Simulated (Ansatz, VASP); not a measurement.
## Al in VASP and in Ansatz

Contents of INCAR:

```
SYSTEM = Al
ALGO = Normal ; EDIFF = 1E-6
EDIFFG = -0.01 ; ENCUT = 600
GGA = RE ; IBRION = 2
ISIF = 3 ; ISMEAR = -1
IVDW = 12 ; LASPH = .TRUE.
LCHARG = .FALSE. ; LREAL = .FALSE.
LWAVE = .FALSE. ; NELM = 100
NSW = 60 ; PREC = Accurate
SIGMA = 0.05
```

Contents of KPOINTS:

```
k-points
0
G
  11 11 11
  0 0 0
```

The input POSCAR:

```
Al
1.0
    0.0000000000      2.0248050000      2.0248050000
    2.0248050000      0.0000000000      2.0248050000
    2.0248050000      2.0248050000      0.0000000000
Al
1
Direct
    0.0000000000      0.0000000000      0.0000000000
```

The input input.yaml:

```yaml
crystal:
  lattice:
    - [0.0, 2.024805, 2.024805]
    - [2.024805, 0.0, 2.024805]
    - [2.024805, 2.024805, 0.0]
  atoms:
    - { symbol: Al, position: [0.0, 0.0, 0.0] }
hamiltonian:
  xc: revpbe
  pseudopotentials: { kind: paw }
  dispersion: d3bj
kpoints:
  mp_grid: { grid: [11, 11, 11] }
scf:
  occupations: { method: fermi_dirac, width: 0.05 }
output:
  forces: true
  stress: true
  write_density: true
  write_potential: true
  elf: true
  volumetric_format: npy
relax:
  f_tol: 0.01
  max_steps: 40
  cell: { stress_tol: 0.05 }
```

Alike in both runs: task relaxation of cell and atoms; functional revPBE; dispersion D3(BJ); k mesh 11 × 11 × 11; occupations fermi-dirac, width 0.05 eV; no spin polarisation.

|  | VASP | Ansatz |
| --- | --- | --- |
| version | VASP 6.6.1 | Ansatz 0.2.0 |
| potentials or method | VASP PAW PBE potentials, release 64 (Al) | Ansatz PAW |
| plane-wave cutoff (eV) | 600 | 420 |
| valence electrons in the cell | 3 | 3 |

Ansatz gave:

```
gap on the k mesh at the Fermi level, each at its own relaxed structure (eV) : none
relaxed volume (Å³/atom)                                                     : 15.46
relaxed cell length with the largest relative difference (Å)                 : 2.796
energy change over the relaxation (meV/atom)                                 : -22
```

Which values does VASP return?

gap on the k mesh at the Fermi level, each at its own relaxed structure (eV): none; relaxed volume (Å³/atom): 15.41; relaxed cell length with the largest relative difference (Å): 2.793; energy change over the relaxation (meV/atom): -23.

A gap of «none» marks a metal or a gap that the smearing closes.

Caveats: pairwise dispersion overbinds metals, which lowers pressure and volume; the PAW data sets were made with another functional, which shifts forces and pressure a little (VASP); the plane-wave basis is chosen anew once the cell has moved, so the energies of steps on either side of that aren't comparable (Ansatz); the PAW data sets come from PBE, with cores solved anew for the run's functional, which leaves a small shift of forces and pressure (Ansatz).
